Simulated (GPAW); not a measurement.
# GaAs (F-43m) in GPAW: further runs

The runs below take GaAs through phonons, Wannier functions, Born charges, with PBE+D3(BJ), BEEF-vdW, revPBE, AM05, PBEsol+D4.

All numbers are computed with GPAW 26.7.0; they aren't measurements. Logs are shortened: lines on timing, memory, paths and dates and some standing lists are left out, and cuts for length are marked. The log counts tension as positive stress, the text compression.

**Measured values to compare with.**

From “Evidence of valence band perturbations in GaAsN/GaAs(001): A combined variable-angle spectroscopic ellipsometry and modulated photoreflectance investigation”, 2008, arxiv:0805.2212, for a bulk crystal of GaAs at 300 K: band gap 1.412 ± 0.01 eV (direct).

The runs below are set against these values where they give the same quantity.

### Step 1. The crystal as given

It takes space group F-43m (No. 216, cubic). The conventional cell has a = 5.654 Å, b = 5.654 Å, c = 5.654 Å, α = 90.00°, β = 90.00°, γ = 90.00°. As (site symmetry -43m) is surrounded by 4 Ga at 2.45 Å. Ga (site symmetry -43m) has 4 As at 2.45 Å as nearest neighbours.

### Step 2. Phonons, PBE+D3(BJ)

The input, run.py:

```python
import json
import numpy as np
from ase import Atoms
from ase.calculators.mixing import SumCalculator
from ase.constraints import FixSymmetry
from ase.io import write
from ase.optimize import BFGS
from ase.spacegroup import crystal
from dftd3.ase import DFTD3
from phonopy import Phonopy
from phonopy.structure.atoms import PhonopyAtoms
from gpaw import GPAW, PW

# As 4c
# Ga 4a
atoms = crystal(['As', 'Ga'],
                basis=[[0.25, 0.25, 0.25],
                       [0.0, 0.0, 0.0]],
                spacegroup=216, setting=1,  # F-43m
                cellpar=[5.6537, 5.6537, 5.6537, 90.0, 90.0, 90.0],
                primitive_cell=True)

calc = GPAW(mode=PW(510),
            xc='PBE',
            kpts={'size': (4, 4, 4), 'gamma': True},
            occupations={'name': 'fermi-dirac', 'width': 0.05},
            nbands=11,
            convergence={'density': 1e-06, 'eigenstates': 1e-09},
            eigensolver={'name': 'davidson', 'niter': 2},
            maxiter=80,
            txt='gpaw.txt')
atoms.calc = SumCalculator([calc, DFTD3(method='pbe', damping='d3bj')])
atoms.set_constraint(FixSymmetry(atoms))
BFGS(atoms, trajectory='relax.traj', logfile='-').run(fmax=0.005, steps=40)
atoms.set_constraint()
energy = atoms.get_potential_energy()
forces = atoms.get_forces()
stress = atoms.get_stress()
calc.write('gs.gpw')
write('result.traj', atoms)
print('Cell:', atoms.cell.cellpar().round(4))
print(atoms.get_scaled_positions().round(5))

def force_constants(scale):
    unit = PhonopyAtoms(symbols=atoms.get_chemical_symbols(), cell=atoms.cell[:] * scale**(1 / 3),
                        scaled_positions=atoms.get_scaled_positions())
    ph = Phonopy(unit, supercell_matrix=np.diag([2, 2, 2]), primitive_matrix=np.eye(3), symprec=1e-4)
    ph.generate_displacements(distance=0.01)
    forces = []
    for i, sc in enumerate(ph.supercells_with_displacements):
        a = Atoms(sc.symbols, cell=sc.cell, scaled_positions=sc.scaled_positions, pbc=True)
        c = GPAW(mode=PW(510),
                 xc='PBE',
                 kpts={'size': (2, 2, 2), 'gamma': True},
                 occupations={'name': 'fermi-dirac', 'width': 0.05},
                 nbands=53,
                 convergence={'density': 1e-06, 'eigenstates': 1e-09},
                 eigensolver={'name': 'davidson', 'niter': 2},
                 maxiter=80,
                 txt=f'disp-{scale:.3f}-{i:02d}.txt')
        a.calc = SumCalculator([c, DFTD3(method='pbe', damping='d3bj')])
        f = a.get_forces()
        forces.append(f - f.mean(axis=0))
        print(f'displacement {i}: drift', f.mean(axis=0).round(5), flush=True)
    ph.forces = forces
    ph.produce_force_constants()
    ph.symmetrize_force_constants()
    return ph

qpoints = [[0.0, 0.0, 0.0], [0.0, 0.0, 0.5], [0.0, 0.5, 0.0], [0.0, 0.5, 0.5], [0.5, 0.0, 0.0], [0.5, 0.0, 0.5], [0.5, 0.5, 0.0], [0.5, 0.5, 0.5]]
results = {}
for scale in [1.0]:
    ph = force_constants(scale)
    ph.run_qpoints(qpoints)
    nu = ph.qpoints.frequencies * 33.35641  # THz to cm^-1
    results[f'{scale:.3f}'] = nu.tolist()
    for qp, f in zip(qpoints, nu):
        print(scale, np.round(qp, 4), f.round(2))

path = atoms.cell.bandpath('GXWKGLUWLK,UX', npoints=60, eps=1e-4)
ph.run_qpoints(path.kpts)
results['path'] = (ph.qpoints.frequencies * 33.35641).tolist()
results['path_q'] = path.kpts.tolist()
x, ticks, names = path.get_linear_kpoint_axis()
results['axis'] = [x.tolist(), list(ticks), names]
ph.run_mesh([15, 15, 15], is_gamma_center=True)
ph.run_thermal_properties(temperatures=[0, 100, 200, 300, 500, 800], cutoff_frequency=0.05)
tp = ph.thermal_properties
results['thermal'] = [list(v) for v in (tp.temperatures, tp.free_energy, tp.entropy, tp.heat_capacity)]
for t, fv, s, cv in zip(*results['thermal']):
    print(f'{t:6.0f} K  F {fv:9.4f} kJ/mol  S {s:9.4f} J/K/mol  Cv {cv:9.4f} J/K/mol')
json.dump(results, open('phonons.json', 'w'))
```

Potentials or basis: GPAW PAW data sets (gpaw-data 1.2.1), pw.

The run is started by

```sh
$ OMP_NUM_THREADS=1 python run.py
```

gpaw.txt:

```text
__  _  _
 | _ |_)|_||  |
 |__||  | ||/\| - 26.7.0

Input parameters:
  mode=PW(ecut=510.0),
  convergence={'density': 1e-06, 'eigenstates': 1e-09},
  eigensolver=Davidson(niter=2),
  kpts=MonkhorstPack(size=(4, 4, 4), gamma=True),
  maxiter=80,
  nbands=11,
  occupations=Occupations(name='fermi-dirac', width=0.05),
  xc=XC(name='PBE')

Diagonalizing LCAO Hamiltonian
Converting LCAO to pw mode

           As

       Ga

Atoms  # Å, Bohr magnetons
|   | symbol |        x |         y |        z |    initial magnetic moments |
|---|--------|----------|-----------|----------|-----------------------------|
| 0 |     As | 1.413425 |  1.413425 | 1.413425 | ( 0.0000,  0.0000,  0.0000) |
| 1 |     Ga | 0.000000 | -0.000000 | 0.000000 | ( 0.0000,  0.0000,  0.0000) |

Unit cell  # Å
| periodic |        x |        y |        z |  lengths |    angles |
|----------|----------|----------|----------|----------|-----------|
|      yes | 0.000000 | 2.826850 | 2.826850 | 3.997770 | 60.000000 |
|      yes | 2.826850 | 0.000000 | 2.826850 | 3.997770 | 60.000000 |
|      yes | 2.826850 | 2.826850 | 0.000000 | 3.997770 | 60.000000 |

Number of symmetries: 24
Symmetry operations  # r_c * U_cc + t_c -> r_c
|    | kind |            matrix            |
|----|------|------------------------------|
|  0 |  E   |  1, 0, 0,  0, 1, 0,  0, 0, 1 |
|  1 |  σ   |  1, 0, 0,  0, 0, 1,  0, 1, 0 |
|  2 |  σ   |  1, 0,-1,  0, 1,-1,  0, 0,-1 |
|  3 |  C3  |  1, 0,-1,  0, 0,-1,  0, 1,-1 |
|  4 |  C3  |  1,-1, 0,  0,-1, 1,  0,-1, 0 |
|  5 |  σ   |  1,-1, 0,  0,-1, 0,  0,-1, 1 |
|  6 |  σ   |  0, 1, 0,  1, 0, 0,  0, 0, 1 |
|  7 |  C3  |  0, 1, 0,  0, 0, 1,  1, 0, 0 |
|  8 |  C2  |  0, 1,-1,  1, 0,-1,  0, 0,-1 |
|  9 |  S4  |  0, 1,-1,  0, 0,-1,  1, 0,-1 |
| 10 |  C3  |  0, 0, 1,  1, 0, 0,  0, 1, 0 |
| 11 |  σ   |  0, 0, 1,  0, 1, 0,  1, 0, 0 |
| 12 |  S4  |  0, 0,-1,  1, 0,-1,  0, 1,-1 |
| 13 |  C3  |  0, 0,-1,  0, 1,-1,  1, 0,-1 |
| 14 |  S4  |  0,-1, 1,  1,-1, 0,  0,-1, 0 |
| 15 |  C2  |  0,-1, 1,  0,-1, 0,  1,-1, 0 |
| 16 |  C3  |  0,-1, 0,  1,-1, 0,  0,-1, 1 |
| 17 |  S4  |  0,-1, 0,  0,-1, 1,  1,-1, 0 |
| 18 |  S4  | -1, 1, 0, -1, 0, 1, -1, 0, 0 |
| 19 |  C3  | -1, 1, 0, -1, 0, 0, -1, 0, 1 |
| 20 |  C3  | -1, 0, 1, -1, 1, 0, -1, 0, 0 |
| 21 |  S4  | -1, 0, 1, -1, 0, 0, -1, 1, 0 |
| 22 |  σ   | -1, 0, 0, -1, 1, 0, -1, 0, 1 |
| 23 |  C2  | -1, 0, 0, -1, 0, 1, -1, 1, 0 |

BZ-sampling:
  Number of BZ points: 64
  Number of IBZ points: 8

  Monkhorst-Pack size: [4, 4, 4]
  Monkhorst-Pack shift: [0.125, 0.125, 0.125]

K-points  # in reciprocal-cell coordinates
|   |                                coordinates |     weight |
|---|--------------------------------------------|------------|
| 0 | (  0.00000000,   0.00000000,   0.00000000) | 0.01562500 |
| 1 | (  0.25000000,   0.25000000,   0.00000000) | 0.09375000 |
| 2 | (  0.25000000,   0.25000000,   0.25000000) | 0.12500000 |
| 3 | (  0.50000000,   0.25000000,  -0.25000000) | 0.09375000 |
| 4 | (  0.50000000,   0.25000000,   0.25000000) | 0.18750000 |
| 5 | (  0.50000000,   0.50000000,   0.00000000) | 0.04687500 |
| 6 | (  0.50000000,   0.50000000,   0.25000000) | 0.37500000 |
| 7 | (  0.50000000,   0.50000000,   0.50000000) | 0.06250000 |

Plane wave coefficients: 1243
Cutoff: 510.0 eV

Spin-components: 1 (collinear spins)
Bands:           11
Projectors:      10
Spin-degeneracy: 2
Datatype:        complex128

Parallelization:
  kpt:    1
  domain: 1
  band:   1

Density:
  Valence electrons: 8.0
  Components: 1
  Grid points: [21 21 21]
  Charge: 0.0  # |e|

Potential:
  Grid points: [21 21 21]

species:
  As:
    name:    Arsenic
    Z:       33.0
    valence: 5
    core:    28
    charge:  0.0  # [|e|]
    compensation charges:
      type: gauss
      rc: 0.33  # [Å]
      lmax: 2
    cutoffs:
      filter: 1.87  # [Å]
      core: 2.96  # [Å]
    projectors
    | kind |    occ | energy [eV] | rcut [Å] |
    |------|--------|-------------|----------|
    |   4s |  2.000 |     -14.487 |    1.058 |
    |   4p |  3.000 |      -5.196 |    1.058 |
    |    s |        |      12.725 |    1.058 |
    |    p |        |      22.016 |    1.058 |
    |    d |        |       0.000 |    1.058 |

    Using partial waves for As as LCAO basis

  Ga:
    name:    Gallium
    Z:       31.0
    valence: 3
    core:    28
    charge:  0.0  # [|e|]
    compensation charges:
      type: gauss
      rc: 0.37  # [Å]
      lmax: 2
    cutoffs:
      filter: 2.06  # [Å]
      core: 4.17  # [Å]
    projectors
    | kind |    occ | energy [eV] | rcut [Å] |
    |------|--------|-------------|----------|
    |   4s |  2.000 |      -8.945 |    1.164 |
    |   4p |  1.000 |      -2.580 |    1.164 |
    |    s |        |      18.266 |    1.164 |
    |    p |        |      24.631 |    1.164 |
    |    d |        |       0.000 |    1.164 |

    Using partial waves for Ga as LCAO basis

Reference energy: -114387.645129  # eV

eigensolver:
  Davidson
  Converge bands: occupied
  niter=2

density mixing:
  MSR1-Mixer
  Pratt-step length: 0.05
  Maximum mixing coefficient: 0.75
  Old densities: 10
  SVD Regularization: 0.005
  Good broyden scale: 1.0
  Trust region scale: 1.0
  Backstep threshold: 4.0
  History deletion threshold: 6.0
  Fourier metric: weight=20.0, sigma=0.015

occupation numbers:
  Fermi-Dirac:
    width: 0.0500  # eV

poisson solver:
  ecut: 4080.0  # eV

xc functional:
  name: PBE with 2 nearest neighbor stencil

convergence criteria:
- Maximum integral of absolute [dens]ity change: 1e-06 electrons / valence electron
- Maximum integral of absolute [eigenst]ate change: 1e-09 eV^2 / valence electron
- Maximum [total energy] change in last 3 cyles: 0.0005 eV / valence electron
maximum number of iterations: 80

SCF iterations
|iter     | |      energy | eigst |  dens |
|---------|-|-------------|-------|-------|
|iter:   1| |   -8.162741 | -0.66 |       |
|iter:   2| |   -8.141871 | -2.92 | -0.87 |
|iter:   3| |   -8.052932 | -2.13 | -0.89 |
|iter:   4| |   -8.054962 | -3.71 | -1.54 |
|iter:   5| |   -8.055429c| -4.51 | -1.99 |
|iter:   6| |   -8.055445c| -5.62 | -2.75 |
|iter:   7| |   -8.055447c| -6.71 | -3.45 |
|iter:   8| |   -8.055447c| -7.58 | -4.00 |
|iter:   9| |   -8.055447c| -8.66 | -5.16 |
|iter:  10| |   -8.055447c| -9.66c| -5.55 |
|iter:  11| |   -8.055447c|-10.61c| -6.32c|

Converged in 11 steps
Energy contributions relative to reference atoms: (reference = -114387.645129)

Energy contributions:
  Kinetic:          27.092516
  Coulomb:         -23.675683
  Zero:              0.020382
  External:          0.000000
  Xc:              -11.492605
  Entropy:          -0.000117
  Spinorbit:         0.000000
  ----------------------------
  Free energy:      -8.055506
  Extrapolated:     -8.055447

dipole moment: (-3.445300, 10.975699, -3.445300)  # |e|*Ang

Fermi level: 5.285
Eigenvalues  # (at kpt = [0.000, 0.000, 0.000])
| band index |      eig [eV] | occ [0-2] |
|------------|---------------|-----------|
|          0 |        -7.730 |     2.000 |
|          1 |         4.970 |     1.996 |
|          2 |         4.970 |     1.996 |
|          3 |         4.970 |     1.996 |
|          4 |         5.544 |     0.011 |
|          5 |         8.708 |     0.000 |
|          6 |         8.708 |     0.000 |
|          7 |         8.708 |     0.000 |
|          8 |        12.617 |     0.000 |
|          9 |        15.025 |     0.000 |
|         10 |        15.305 |     0.000 |

Gap: 0.574 eV
Transition (v -> c):
  (s=0, k=0, n=3, [0.00, 0.00, 0.00]) -> (s=0, k=0, n=4, [0.00, 0.00, 0.00])
No difference between direct/indirect transitions

Forces  # eV/Ang
|        x |       y |       z |
|----------|---------|---------|
| -0.00000 | 0.00000 | 0.00000 |  # As   0
| -0.00000 | 0.00000 | 0.00000 |  # Ga   1

Stress tensor  # eV/Ang^3
|         x |         y |         z |
|-----------|-----------|-----------|
| -0.028876 | -0.000000 | -0.000000 |
| -0.000000 | -0.028876 | -0.000000 |
| -0.000000 | -0.000000 | -0.028876 |

# Writing to gs.gpw (mode='')
```

Wall time 2.7 min (1 thread of Arm Neoverse V2, shared host); peak memory 0.56 GiB.

What came out:

* Free energy: -8.7047 eV
* Pressure after relaxing: 2.2 GPa
* Band gap on the k mesh: 0.57 eV, direct
* Highest phonon frequency, LO-TO splitting left out: 279 cm⁻¹
* Dispersion energy per atom: -0.325 eV

Final structure:
```
As Ga
1.0
     0.00000    2.82685    2.82685
     2.82685    0.00000    2.82685
     2.82685    2.82685    0.00000
As Ga
1 1
Direct
  0.25000 0.25000 0.25000
  0.00000 0.00000 0.00000
```

Phonon frequencies in cm⁻¹ (negative: imaginary):
| q point | frequencies |
| --- | --- |
| (0.000, 0.000, 0.000) | 0 0 0 279 279 279 |
| (0.000, 0.000, 0.500) | 51 51 208 247 269 269 |
| (0.000, 0.500, 0.000) | 51 51 208 247 269 269 |
| (0.000, 0.500, 0.500) | 70 70 224 246 260 260 |
| (0.500, 0.000, 0.000) | 51 51 208 247 269 269 |
| (0.500, 0.000, 0.500) | 70 70 224 246 260 260 |
| (0.500, 0.500, 0.000) | 70 70 224 246 260 260 |
| (0.500, 0.500, 0.500) | 51 51 208 247 269 269 |

Caveat: the k mesh is coarse; the cutoff is short for stress and forces, so pressures can be off by a GPa or more; the LO-TO splitting is left out; phonon bands are interpolated from a small supercell. A k mesh can miss the band edges.

### Step 3. Phonons, BEEF-vdW

The input, run.py:

```python
import json
import numpy as np
from ase import Atoms
from ase.constraints import FixSymmetry
from ase.io import read, write
from ase.optimize import BFGS
from phonopy import Phonopy
from phonopy.structure.atoms import PhonopyAtoms
from gpaw import GPAW

atoms = read('POSCAR')

calc = GPAW(mode='lcao',
            h=0.2,
            basis='dzp',
            xc={'name': 'BEEF-vdW', 'backend': 'libvdwxc'},
            kpts={'size': (8, 8, 8), 'gamma': True},
            occupations={'name': 'fermi-dirac', 'width': 0.05},
            convergence={'density': 1e-06},
            maxiter=100,
            txt='gpaw.txt')
atoms.calc = calc
atoms.set_constraint(FixSymmetry(atoms))
BFGS(atoms, trajectory='relax.traj', logfile='-').run(fmax=0.005, steps=40)
atoms.set_constraint()
energy = atoms.get_potential_energy()
forces = atoms.get_forces()
calc.write('gs.gpw')
write('result.traj', atoms)
print('Cell:', atoms.cell.cellpar().round(4))
print(atoms.get_scaled_positions().round(5))

def force_constants(scale):
    unit = PhonopyAtoms(symbols=atoms.get_chemical_symbols(), cell=atoms.cell[:] * scale**(1 / 3),
                        scaled_positions=atoms.get_scaled_positions())
    ph = Phonopy(unit, supercell_matrix=np.diag([1, 1, 1]), primitive_matrix=np.eye(3), symprec=1e-4)
    ph.generate_displacements(distance=0.02)
    forces = []
    for i, sc in enumerate(ph.supercells_with_displacements):
        a = Atoms(sc.symbols, cell=sc.cell, scaled_positions=sc.scaled_positions, pbc=True)
        c = GPAW(mode='lcao',
                 h=0.2,
                 basis='dzp',
                 xc={'name': 'BEEF-vdW', 'backend': 'libvdwxc'},
                 kpts={'size': (8, 8, 8), 'gamma': True},
                 occupations={'name': 'fermi-dirac', 'width': 0.05},
                 convergence={'density': 1e-06},
                 maxiter=100,
                 txt=f'disp-{scale:.3f}-{i:02d}.txt')
        a.calc = c
        f = a.get_forces()
        forces.append(f - f.mean(axis=0))
        print(f'displacement {i}: drift', f.mean(axis=0).round(5), flush=True)
    ph.forces = forces
    ph.produce_force_constants()
    ph.symmetrize_force_constants()
    return ph

qpoints = [[0.0, 0.0, 0.0]]
results = {}
for scale in [1.0]:
    ph = force_constants(scale)
    ph.run_qpoints(qpoints)
    nu = ph.qpoints.frequencies * 33.35641  # THz to cm^-1
    results[f'{scale:.3f}'] = nu.tolist()
    for qp, f in zip(qpoints, nu):
        print(scale, np.round(qp, 4), f.round(2))
json.dump(results, open('phonons.json', 'w'))
```

The input, POSCAR:

```
GaAs
1.0
    0.0000000000      2.8268500000      2.8268500000
    2.8268500000      0.0000000000      2.8268500000
    2.8268500000      2.8268500000      0.0000000000
As Ga
1 1
Direct
    0.7500000000      0.7500000000      0.7500000000
    0.0000000000      0.0000000000      0.0000000000
```

Potentials or basis: GPAW PAW data sets (gpaw-data 1.2.1), lcao:dzp.

The run is started by

```sh
$ OMP_NUM_THREADS=1 python run.py
```

gpaw.txt:

```text
__  _  _
 | _ |_)|_||  |
 |__||  | ||/\| - 26.7.0

Input parameters:
  mode=LCAO(),
  basis={'default': 'dzp'},
  convergence={'density': 1e-06},
  h=0.2,
  kpts=MonkhorstPack(size=(8, 8, 8), gamma=True),
  maxiter=100,
  occupations=Occupations(name='fermi-dirac', width=0.05),
  xc=XC(name='BEEF-vdW', backend='libvdwxc')

                    As

       Ga

Atoms  # Å, Bohr magnetons
|   | symbol |        x |        y |        z |    initial magnetic moments |
|---|--------|----------|----------|----------|-----------------------------|
| 0 |     As | 4.240275 | 4.240275 | 4.240275 | ( 0.0000,  0.0000,  0.0000) |
| 1 |     Ga | 0.000000 | 0.000000 | 0.000000 | ( 0.0000,  0.0000,  0.0000) |

Unit cell  # Å
| periodic |        x |        y |        z |  lengths |    angles |
|----------|----------|----------|----------|----------|-----------|
|      yes | 0.000000 | 2.826850 | 2.826850 | 3.997770 | 60.000000 |
|      yes | 2.826850 | 0.000000 | 2.826850 | 3.997770 | 60.000000 |
|      yes | 2.826850 | 2.826850 | 0.000000 | 3.997770 | 60.000000 |

[... 383 lines left out ...]
|iter:   6| | -174.062999c|      c| -3.30 |
|iter:   7| | -174.062999c|      c| -4.40 |
|iter:   8| | -174.062999c|      c| -5.07 |
|iter:   9| | -174.062999c|      c| -6.04c|

Converged in 9 steps
Energy contributions relative to reference atoms: (reference = -114387.645129)

Energy contributions:
  Kinetic:          37.252015
  Coulomb:         -33.165580
  Zero:              0.042438
  External:          0.000000
  Xc:             -178.191867
  Entropy:          -0.000012
  Spinorbit:         0.000000
  ----------------------------
  Free energy:    -174.063005
  Extrapolated:   -174.062999

dipole moment: (-10.897911, -10.897911, -10.897911)  # |e|*Ang

Fermi level: 5.109
Eigenvalues  # (at kpt = [0.000, 0.000, 0.000])
| band index |      eig [eV] | occ [0-2] |
|------------|---------------|-----------|
|          0 |        -7.906 |     2.000 |
|          1 |         4.776 |     1.997 |
|          2 |         4.776 |     1.997 |
|          3 |         4.776 |     1.997 |
|          4 |         5.384 |     0.008 |
|          5 |         8.713 |     0.000 |
|          6 |         8.713 |     0.000 |
|          7 |         8.713 |     0.000 |

Gap: 0.607 eV
Transition (v -> c):
  (s=0, k=0, n=3, [0.00, 0.00, 0.00]) -> (s=0, k=0, n=4, [0.00, 0.00, 0.00])
No difference between direct/indirect transitions

Forces  # eV/Ang
|        x |        y |        z |
|----------|----------|----------|
| -0.00000 |  0.00000 | -0.00000 |  # As   0
|  0.00000 | -0.00000 |  0.00000 |  # Ga   1

# Writing to gs.gpw (mode='')
```

stdout:

```text
Step          Energy          fmax
BFGS:    0     -174.063005        0.000000
Cell: [ 3.9978  3.9978  3.9978 60.     60.     60.    ]
[[0.75 0.75 0.75]
 [0.   0.   0.  ]]
displacement 0: drift [-0.0005  -0.00167 -0.00167]
displacement 1: drift [-0.00011 -0.00344 -0.00344]
1.0 [0. 0. 0.] [  0.    0.    0.  288.6 288.6 288.6]
```

disp-1.000-00.txt:

```text
__  _  _
 | _ |_)|_||  |
 |__||  | ||/\| - 26.7.0

Input parameters:
  mode=LCAO(),
  basis={'default': 'dzp'},
  convergence={'density': 1e-06},
  h=0.2,
  kpts=MonkhorstPack(size=(8, 8, 8), gamma=True),
  maxiter=100,
[... 386 lines left out ...]
|          1 |         4.711 |     1.999 |
|          2 |         4.776 |     1.998 |
|          3 |         4.839 |     1.993 |
|          4 |         5.384 |     0.010 |
|          5 |         8.667 |     0.000 |
|          6 |         8.712 |     0.000 |
|          7 |         8.761 |     0.000 |

Gap: 0.544 eV
Transition (v -> c):
  (s=0, k=0, n=3, [0.00, 0.00, 0.00]) -> (s=0, k=0, n=4, [0.00, 0.00, 0.00])
No difference between direct/indirect transitions

Forces  # eV/Ang
|        x |        y |        z |
|----------|----------|----------|
| -0.00759 | -0.15774 | -0.15774 |  # As   0
|  0.00660 |  0.15440 |  0.15440 |  # Ga   1
```

It took 7.2 min on 1 thread of Arm Neoverse V2, shared host; peak memory 0.3 GiB.

What came out:

```
Free energy                                             : -174.0630 eV
Band gap on the k mesh                                  : 0.61 eV, direct
Highest phonon frequency at Γ, LO-TO splitting left out : 289 cm⁻¹
```

Final structure:
```xyz
2
Lattice="0.0000 2.8268 2.8268 2.8268 0.0000 2.8268 2.8268 2.8268 0.0000" Properties=species:S:1:pos:R:3 pbc="T T T"
As    4.2403    4.2403    4.2403
Ga    0.0000    0.0000    0.0000
```

Phonon frequencies in cm⁻¹ (negative: imaginary):
```
              q point        frequencies
(0.000, 0.000, 0.000)  0 0 0 289 289 289
```

Caveat: the LO-TO splitting is left out; the PAW data sets were made with another functional, which shifts forces and pressure a little; the basis of atomic orbitals isn't converged, which shifts pressures, moduli and gaps.

[end of part 1 of 4]
